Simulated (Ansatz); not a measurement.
# AlN: LAPW beside PAW

Aim: solve AlN at one geometry with full-potential LAPW, PAW with frozen cores and all-electron PAW on datasets made for the crystal, and see where they agree.

Program: Ansatz 0.2.0. Level of theory: DFT LDA, scalar-relativistic. These are calculated values, not measurements.

## (1) The structure to begin with

The structure is cubic, space group Fm-3m (No. 225). The conventional cell has a = 3.956 Å, b = 3.956 Å, c = 3.956 Å, α = 90.00°, β = 90.00°, γ = 90.00°. Around Al (site symmetry m-3m) lie 6 N at 1.98 Å. N (site symmetry m-3m) is surrounded by 6 Al at 1.98 Å.

As a file:

```cif
data_structure
_symmetry_space_group_name_H-M 'P 1'
_symmetry_Int_Tables_number 1
_cell_length_a 2.7973
_cell_length_b 2.7973
_cell_length_c 2.7973
_cell_angle_alpha 60.000
_cell_angle_beta 60.000
_cell_angle_gamma 60.000
_cell_volume 15.48
loop_
_atom_site_label
_atom_site_type_symbol
_atom_site_fract_x
_atom_site_fract_y
_atom_site_fract_z
_atom_site_occupancy
Al1 Al 0.00000 0.00000 0.00000 1
N1 N 0.50000 0.50000 0.50000 1
```

The geometry is a database entry used as it stands. It may stem from high pressure or temperature, or be incomplete, so it serves as a test cell.

Atoms are numbered in the order of the input: Al1, N2.

## (2) Full-potential LAPW

input.yaml

```yaml
crystal:
  lattice:
    - [0.0, 1.978, 1.978]
    - [1.978, 0.0, 1.978]
    - [1.978, 1.978, 0.0]
  atoms:
    - { symbol: Al, position: [0.0, 0.0, 0.0] }
    - { symbol: "N", position: [0.5, 0.5, 0.5] }
kpoints:
  mp_grid: { grid: [10, 10, 10] }
  band_path:
    path:
      - [0.0, 0.0, 0.0]
      - [0.5, 0.0, 0.5]
      - [0.625, 0.25, 0.625]
      - [0.375, 0.375, 0.75]
      - [0.0, 0.0, 0.0]
      - [0.5, 0.5, 0.5]
      - [0.5, 0.25, 0.75]
      - [0.5, 0.0, 0.5]
    npoints: 14
scf:
  occupations: { method: fermi_dirac, width: 0.02 }
hamiltonian:
  xc: lda
  pseudopotentials: { kind: all_electron, lapw: { basis_error: 0.001 } }
output:
  forces: true
  stress: true
  eigenvalues: true
  populations: true
  dos: { projected: true, de: 0.2, e_range: [-14, 8] }
```

Run with:

```sh
$ ansatz run input.yaml --threads 1 --pin off --max-ram 3072MiB --backend cpu --events-out ev --progress --plain --runs-dir out
```

Standard output:

```text
Al: projections on atomic orbitals take those of the free atom 1s2 2s2 2p6 3s2 3p1, of charge +0.00 (hamiltonian.pseudopotentials.projection_atoms)
N: projections on atomic orbitals take those of the free atom 1s2 2s2 2p3, of charge +0.00 (hamiltonian.pseudopotentials.projection_atoms)
LAPW: plane waves up to 9.488 Å⁻¹, error target 1.0e-3 eV per atom; small_component_spin mean_spin; N in spheres of 0.954 Å, 7 of its electrons in bands, Dirac shells []; Al in spheres of 1.024 Å, 11 of its electrons in bands, Dirac shells []
Engine: ansatz 0.2.0
Pseudopotentials: kind: all_electron
Pseudopotential: Al, LAPW, valence charge 11, Koelling and Harmon's equation, gaussian nucleus
Pseudopotential: N, LAPW, valence charge 7, Koelling and Harmon's equation, gaussian nucleus
Functional definition: SPW92
  exchange = slater_x
  correlation = pw_c
Crystal: 2 atoms, lattice volume = 15.478 Å³
Basis set: ecut = 342.9777726948385 eV, 229 PW (Γ), exchange–correlation at level 2
Bands: 13, of which v1, the nominal top of the filled ones, is band 9 counted from 1 (8 counted from 0)
Symmetry: 48 space group operations
Space group: Fm-3m (ITA 225), of the structure as read, at distance tolerance 2.5e-5 Å
k-points: 47 of 1000
Non-local potential: Al, projectors of the file, none
Non-local potential: N, projectors of the file, none
Initial density: superposition of atomic densities (chi_scale 0.1, normalization cell, long waves kept (reshape's long-wave potential 0.00 eV rms))
Initial wavefunctions: plane waves of lowest kinetic energy (no species holds an atomic orbital)
Functional: x = slater, c = lda
iter 1 solved again at ethr=1.90e-2 eV; its pass at ethr=1.00e-1 eV (dr2=3.42e0 eV) is discarded
SCF iter   1: F=—  HF=-8067.833371 eV  |F-HF|=—  |Δ(HF+E_count)|=         —  Δρ=1.50e-1  dr2=3.42e0  ethr=1.90e-2  ⟨swp⟩=2.0  Hψ=4367  notcnv=0
preconditioner: auto → none  [insulator: Δε(μ)=7.782 eV  Ē_g=18.702 eV  σ=0.020 eV  W_gap=1.00  n_scr=8 (ndim 8)  ℏωp=26.7 eV  f_vac=0.000  D(μ)=0.00/eV (n_scr^D=0)  ε∞_Penn≈3.0]
iter 2 solved again at ethr=2.35e-4 eV; its pass at ethr=1.90e-2 eV (dr2=4.23e-2 eV) is discarded
SCF iter   2: F=—  HF=-8066.076101 eV  |F-HF|=—  |Δ(HF+E_count)|=    1.76e0  Δρ=2.54e-2  dr2=4.24e-2  ethr=2.35e-4  ⟨swp⟩=3.0  Hψ=3334  notcnv=0
SCF iter   3: F=—  HF=-8065.914589 eV  |F-HF|=—  |Δ(HF+E_count)|=         —  Δρ=1.47e-2  dr2=2.68e-2  ethr=2.35e-4  ⟨swp⟩=3.0  Hψ=2102  notcnv=0
the basis was enlarged: its passes take 26.7 KiB over the memory plan, 1 of 1 planned eigensolver slots
SCF iter   4: F=—  HF=-8065.905329 eV  |F-HF|=—  |Δ(HF+E_count)|=   9.26e-3  Δρ=6.06e-4  dr2=3.26e-5  ethr=1.49e-4  ⟨swp⟩=2.0  Hψ=1833  notcnv=0
SCF iter   5: F=—  HF=-8065.905322 eV  |F-HF|=—  |Δ(HF+E_count)|=   7.32e-6  Δρ=1.45e-4  dr2=1.12e-6  ethr=1.81e-7  ⟨swp⟩=2.0  Hψ=1646  notcnv=0
SCF iter   6: F=—  HF=-8065.905322 eV  |F-HF|=—  |Δ(HF+E_count)|=   1.43e-8  Δρ=3.13e-5  dr2=5.12e-8  ethr=6.24e-9  ⟨swp⟩=2.0  Hψ=1645  notcnv=0
SCF iter   7: F=-8065.905322 eV  HF=-8065.905322 eV  |F-HF|=8.64e-11  |Δ(HF+E_count)|=   1.73e-8  Δρ=1.39e-6  dr2=1.14e-10  ethr=2.84e-10  ⟨swp⟩=2.0  Hψ=1645  notcnv=0
SCF 1 converged in 7 iterations: F = -8065.905322 eV  dr2 = 1.14e-10
NSCF: frozen V_eff on 99 k-points
SCF converged after 7 iterations
Free energy (F): -8065.905322 eV
Harris-Foulkes:  -8065.905322 eV  (|F-HF|=8.64e-11)
Internal energy: -8065.905322 eV  (E = F + TS)
E sigma→0 (E₀):  -8065.905322 eV
Fermi energy:    16.502961 eV
--- Per-component energies (eV) ---
  E_band       = -1123.127909
  E_kinetic    = 8069.024553
  E_xc         = -664.039277
  E_electrostatic = -15470.890598  (all electrons and nuclei)
  E_smearing   = -0.000000  (= −TS)
  E_closure    = 0.000000  (closes the sum)
  E_atoms      = -8049.684938  (free atoms, spherical and without spin; not in F)
  Σ components = -8065.905322   (vs F -8065.905322, Δ=0.00e0)
  Basis errors (estimates in eV, not in F): energy 3.9e-4 per atom: plane waves 3.6e-4 (2.0e-4 summed), levels above the bands 5.0e-258, relativity 5.9e-9, radial functions 2.6e-5, core shells 8.8e-13; eigenvalues (radial functions only) 1.2e-5; not estimated: angular momenta, meshes, grids; target (lapw.basis_error) 1.0e-3; muffin-tin radii N 0.954 Å, Al 1.024 Å
--- Forces (eV/Å), atoms counted from 1 ---
  atom   1  Al    -0.00000000     0.00000000     0.00000000
  atom   2  N      0.00000000     0.00000000     0.00000000
  max |Σ_I F_I| component: 1.89e-30 eV/Å
--- Stress (GPa, compression-positive) ---
       12.454802       0.000000       0.000000
        0.000000      12.454802      -0.000000
        0.000000      -0.000000      12.454802
  P = ⅓ Tr σ = 12.4548 GPa (124.548 kbar)
--- Band table (eV; the first three rows and the last of 47) ---
  k-point 0: bands = ["-356.9048", "-86.8966", "-49.0884", "-49.0884", "-49.0884", "-4.0549", "13.9629", "13.9629", "13.9629", "20.6990", "26.1992", "26.1992", "26.1992"]
  k-point 1: bands = ["-356.9048", "-86.8961", "-49.0917", "-49.0888", "-49.0888", "-3.8339", "12.9497", "13.8251", "13.8251", "21.2547", "25.3244", "26.5310", "26.5310"]
  k-point 2: bands = ["-356.9048", "-86.8950", "-49.1004", "-49.0899", "-49.0899", "-3.1891", "10.7339", "13.4922", "13.4922", "21.6391", "25.0675", "26.8422", "26.8422"]
  k-point 46: bands = ["-356.9048", "-86.8905", "-49.1139", "-49.1080", "-49.1016", "0.8241", "7.2549", "8.5914", "9.9391", "22.0829", "23.3721", "26.3271", "27.4712"]
--- Löwdin populations: 2 sites ---
  site symbol       q [e]
     0     Al     11.9538
     1      N      7.9679
  spilling = 0.003915 (of n_electrons = 20.000000)
```

It took 8.2 s on 1 thread of Arm Neoverse V1, shared host; peak memory 0.26 GiB.

Read from it: pressure 12.45 GPa; gap 5.09 eV, indirect from Γ to X.

At the corners of the path (eV, zero at the valence-band top):

```tsv
point	band 6	band 7	band 8	band 9	band 10	band 11	band 12
Γ	-18.02	0.00	0.00	0.00	6.74	12.24	12.24
X	-13.31	-7.85	-2.98	-2.98	5.09	5.10	14.70
U	-13.28	-6.95	-5.78	-2.47	6.14	9.57	13.30
K	-13.28	-6.95	-5.78	-2.47	6.14	9.57	13.30
Γ	-18.02	0.00	0.00	0.00	6.74	12.24	12.24
L	-14.40	-8.77	-1.20	-1.20	6.55	11.35	11.35
W	-13.12	-6.09	-6.09	-4.12	8.63	10.97	10.97
X	-13.31	-7.85	-2.98	-2.98	5.09	5.10	14.70
```

States per cell, counted by energy window (eV from the valence-band top, on a grid of 0.20 eV):

```tsv
from	to	total	N 2p	Al 3p	Al 3s	N 2s
-9	-8	0.11	0.07	0.01	0.03	0.00
-8	-7	0.68	0.42	0.14	0.09	0.03
-7	-6	0.67	0.41	0.12	0.07	0.06
-6	-5	0.52	0.34	0.09	0.04	0.04
-5	-4	0.58	0.40	0.11	0.03	0.04
-4	-3	0.80	0.60	0.12	0.04	0.03
-3	-2	1.17	0.96	0.14	0.03	0.02
-2	-1	1.12	1.00	0.07	0.01	0.01
-1	0	0.35	0.33	0.01	0.00	0.00
0	1	0.00	0.00	0.00	0.00	0.00
1	2	0.00	0.00	0.00	0.00	0.00
2	3	0.00	0.00	0.00	0.00	0.00
3	4	0.00	0.00	0.00	0.00	0.00
4	5	0.00	0.00	0.00	0.00	0.00
5	6	0.10	0.00	0.01	0.05	0.01
6	7	0.37	0.02	0.07	0.14	0.03
7	8	1.04	0.08	0.32	0.22	0.18
8	9	0.91	0.10	0.25	0.22	0.14
```

## (3) PAW with frozen cores

input.yaml: that of step 2 with these lines changed.

```diff
@@ -25,3 +25,3 @@
   xc: lda
-  pseudopotentials: { kind: all_electron, lapw: { basis_error: 0.001 } }
+  pseudopotentials: { kind: paw }
 output:
@@ -30,3 +30,9 @@
   eigenvalues: true
+  efg: { contact_densities: true }
   populations: true
+  bader: true
   dos: { projected: true, de: 0.2, e_range: [-14, 8] }
+  write_density: true
+  write_potential: true
+  elf: true
+  volumetric_format: npy
```

Run with:

```sh
$ ansatz run input.yaml --threads 1 --pin off --max-ram 3072MiB --backend cpu --events-out ev --progress --plain --runs-dir out
```

Standard output:

```text
[... 1 set-up line as earlier in the session ...]
Pseudopotentials: kind: paw
Pseudopotential: Al, paw, valence charge 3, recommended cutoff 420 eV (normal)
Pseudopotential: N, paw, valence charge 5, recommended cutoff 420 eV (normal)
[... 3 set-up lines as earlier in the session ...]
Crystal: 2 atoms, lattice volume = 15.478 Å³
Basis set: ecut = 420 eV, 307 PW (Γ)
Bands: 8, of which v1, the nominal top of the filled ones, is band 4 counted from 1 (3 counted from 0)
[... 2 set-up lines as earlier in the session ...]
k-points: 47 of 1000
Non-local potential: Al, projectors of the file, l = 0: 2, l = 1: 2, l = 2: 1
Non-local potential: N, projectors of the file, l = 0: 2, l = 1: 2, l = 2: 1
PAW form: soft (Blöchl's): semilocal exchange-correlation on the pseudo side does not see the compensation charge
PAW frozen core: Al, regenerated for the run's functional, and the local potential with it (the file was generated under x = pbe(κ = 0.804, μ = 0.2195149727645171), c = pbe(β = 0.06672455060314922))
PAW frozen core: N, regenerated for the run's functional, and the local potential with it (the file was generated under x = pbe(κ = 0.804, μ = 0.2195149727645171), c = pbe(β = 0.06672455060314922))
PAW one-centre angular grid: Al, 110 points (default); XC on 64 Gauss nodes
PAW one-centre angular grid: N, 110 points (default); XC on 64 Gauss nodes
Initial density: superposition of atomic densities (neutral atoms: chi_scale 0, normalization atom), corrected by the library's trained network
Initial wavefunctions: pseudopotential atomic-orbital guess
[... 1 set-up line as earlier in the session ...]
SCF iter   1: F=—  HF=-889.644209 eV  |F-HF|=—  |Δ(HF+E_count)|=         —  Δρ=1.07e-2  dr2=1.75e-2  ethr=1.77e-3  ⟨swp⟩=5.1  Hψ=2701  notcnv=0
preconditioner: auto → none  [insulator: Δε(μ)=4.931 eV  Ē_g=17.399 eV  σ=0.020 eV  W_gap=1.00  n_scr=0 (ndim 8)  ℏωp=26.7 eV  f_vac=0.000  D(μ)=0.00/eV (n_scr^D=0)  ε∞_Penn≈3.4]
SCF iter   2: F=—  HF=-889.638705 eV  |F-HF|=—  |Δ(HF+E_count)|=   5.50e-3  Δρ=4.75e-3  dr2=1.49e-3  ethr=2.18e-4  ⟨swp⟩=2.4  Hψ=989  notcnv=0
SCF iter   3: F=—  HF=-889.638200 eV  |F-HF|=—  |Δ(HF+E_count)|=   5.04e-4  Δρ=1.74e-3  dr2=1.67e-4  ethr=1.86e-5  ⟨swp⟩=2.4  Hψ=701  notcnv=0
SCF iter   4: F=—  HF=-889.638130 eV  |F-HF|=—  |Δ(HF+E_count)|=   7.06e-5  Δρ=1.66e-4  dr2=1.39e-6  ethr=2.09e-6  ⟨swp⟩=1.5  Hψ=438  notcnv=0
SCF iter   5: F=—  HF=-889.638132 eV  |F-HF|=—  |Δ(HF+E_count)|=   1.69e-6  Δρ=7.29e-6  dr2=1.98e-9  ethr=1.73e-8  ⟨swp⟩=2.2  Hψ=563  notcnv=0
SCF iter   6: F=-889.638132 eV  HF=-889.638132 eV  |F-HF|=4.79e-11  |Δ(HF+E_count)|=   1.58e-9  Δρ=1.06e-6  dr2=9.67e-11  ethr=2.48e-11  ⟨swp⟩=4.8  Hψ=1994  notcnv=0
SCF 1 converged in 6 iterations: F = -889.638132 eV  dr2 = 9.67e-11
NSCF: frozen V_eff on 99 k-points
SCF converged after 6 iterations
Free energy (F): -889.638132 eV
Harris-Foulkes:  -889.638132 eV  (|F-HF|=4.79e-11)
Internal energy: -889.638132 eV  (E = F + TS)
E sigma→0 (E₀):  -889.638132 eV
Fermi energy:    14.431907 eV
--- Per-component energies (eV) ---
  E_band       = 42.556484
  E_kinetic    = 165.871530
  E_local      = -163.624209  (includes V_loc(G=0)·N_el)
  E_nonlocal   = 56.806517
  E_hartree    = 59.594935
  E_xc         = -103.082463
  E_vxc        = -110.849663  (∫ρ·V_xc dr)
  E_paw        = -562.134250  (= ΣΔE_a)
  E_vpaw       = -24.837756  (= ΣTr[D̂ρ^β])
  E_aug_tail   = 0.000092  (compensation charges beyond the density's cutoff)
  E_ewald      = -343.206044
  E_core_change = 0.135761  (= ΣΔE_core)
  E_smearing   = -0.000000  (= −TS)
  E_closure    = 0.000000  (closes the sum)
  Σ components = -889.638132   (vs F -889.638132, Δ=0.00e0)
--- Forces (eV/Å), atoms counted from 1 ---
  atom   1  Al    -0.00000000     0.00000000     0.00000000
  atom   2  N      0.00000000    -0.00000000     0.00000000
  max |Σ_I F_I| component: 1.02e-29 eV/Å
--- Stress (GPa, compression-positive) ---
       12.440158       0.000000       0.000000
       -0.000000      12.440158      -0.000000
        0.000000       0.000000      12.440158
  P = ⅓ Tr σ = 12.4402 GPa (124.402 kbar)
--- PAW observables at the nuclei: V_zz in 10²¹ V/m², potentials from the cell's mean, atoms counted from 1 ---
  atom   1  Al V_zz =    -0.000000   η = 0.0000   by run symmetry: forbidden
            electrostatic potential = -1235.756139 V   contact ρ = 9978.889543 e/Å³
  atom   2  N  V_zz =    +0.000000   η = 0.0000   by run symmetry: forbidden
            electrostatic potential = -521.452116 V   contact ρ = 1388.450886 e/Å³
--- Band table (eV; the first three rows and the last of 47) ---
  k-point 0: bands = ["-6.1106", "11.8979", "11.8979", "11.8979", "18.6240", "24.0663", "24.0663", "24.0663"]
  k-point 1: bands = ["-5.8906", "10.8833", "11.7579", "11.7579", "19.1801", "23.2179", "24.4012", "24.4012"]
  k-point 2: bands = ["-5.2483", "8.6676", "11.4221", "11.4221", "19.5656", "22.9845", "24.7397", "24.7397"]
  k-point 46: bands = ["-1.2431", "5.1933", "6.5286", "7.8762", "20.0305", "21.2864", "24.2531", "25.4050"]
--- Löwdin populations: 2 sites ---
  site symbol       q [e]
     0     Al      1.9089
     1      N      6.0113
  spilling = 0.009978 (of n_electrons = 8.000000)
--- Bader charges: 2 sites ---
  site symbol  charge [e]  shift [e]
     0     Al      2.4751     0.0010
     1      N     -2.4751     0.0010
  estimated error of the sums over rays = 3.4e-4 e
```

Wall time 13 s (1 thread of Arm Neoverse V1, shared host); peak memory 0.28 GiB.

This run gives: pressure 12.44 GPa; gap 5.07 eV, indirect from Γ to X.

```tsv
atom	Bader charge (e)	basin volume (Å³)
Al1	+2.48	3.20
N2	-2.48	12.28
```

The fields are shown in the conventional cell of this run's space group, carried over from its grid by interpolation.

Density in a lattice plane of the grid's cell (edges 3.96 and 3.96 Å, at 0.000 of the third edge), which holds Al and N.

Ten even steps from ' ' (0.05 e/Å³) to '@' (3.68 e/Å³):
```
            ..::--++%%@@@@@@%%++--::..          
            ....::==++##%%##++==::....          
              ....::--======--::....            
                ......::::::......              
......              ..........              ....
::::......                              ......::
====--::....                          ....::--==
%%##++==::....                      ....::==++##
@@@@%%++--::..                      ..::--++%%@@
@@@@%%**==::..                      ..::==**%%@@
@@@@%%++--::..                      ..::--++%%@@
%%##++==::....                      ....::==++##
====--::....                          ....::--==
::::......                              ......::
......              ..........              ....
                ......::::::......              
              ....::--======--::....            
            ....::==++##%%##++==::....          
            ..::--++%%@@@@@@%%++--::..          
            ..::==**%%@@@@@@%%**==::..          
```
Columns run along the first of these edges and rows up along the second, over one cell in 24 and 20 even steps from the bottom left corner. Atoms in the plane (fractional): Al at (0.00, 0.00), Al at (0.50, 0.50), N at (0.00, 0.50), N at (0.50, 0.00).

ELF in the same plane.

Ten even steps from ' ' (0.00) to '@' (0.84):
```
        --##@@@@@@%%**--..--**%%@@@@@@##--      
        ::++##%%@@@@%%######%%@@@@%%##++::      
........::--++##%%@@@@@@@@@@@@@@%%##++--::......
##**++--::::--==**%%@@@@@@@@@@%%**==--::::--++**
@@@@%%**==::::::==**%%@@@@@@%%**==::::::==**%%@@
@@@@@@%%**==--::::--++**##**++--::::--==**%%@@@@
@@@@@@@@%%##++--::..............::--++##%%@@@@@@
####%%@@@@%%##++::              ::++##%%@@@@%%##
..--**%%@@@@@@##--              --##@@@@@@%%**--
  ..++%%@@@@@@##--              --##@@@@@@%%++..
..--**%%@@@@@@##--              --##@@@@@@%%**--
####%%@@@@%%##++::              ::++##%%@@@@%%##
@@@@@@@@%%##++--::..............::--++##%%@@@@@@
@@@@@@%%**==--::::--++**##**++--::::--==**%%@@@@
@@@@%%**==::::::==**%%@@@@@@%%**==::::::==**%%@@
##**++--::::--==**%%@@@@@@@@@@%%**==--::::--++**
........::--++##%%@@@@@@@@@@@@@@%%##++--::......
        ::++##%%@@@@%%######%%@@@@%%##++::      
        --##@@@@@@%%**--..--**%%@@@@@@##--      
        --##@@@@@@%%++..  ..++%%@@@@@@##--      
```
Columns run along the first of these edges and rows up along the second, over one cell in 24 and 20 even steps from the bottom left corner. Atoms in the plane (fractional): Al at (0.00, 0.00), Al at (0.50, 0.50), N at (0.00, 0.50), N at (0.50, 0.00).

Both are smooth fields of the valence electrons: close to the nuclei they are not physical.

The highest ELF values outside the cores: 0.84 in the shell around N, 0.8 Å from N.

[end of part 1 of 2]
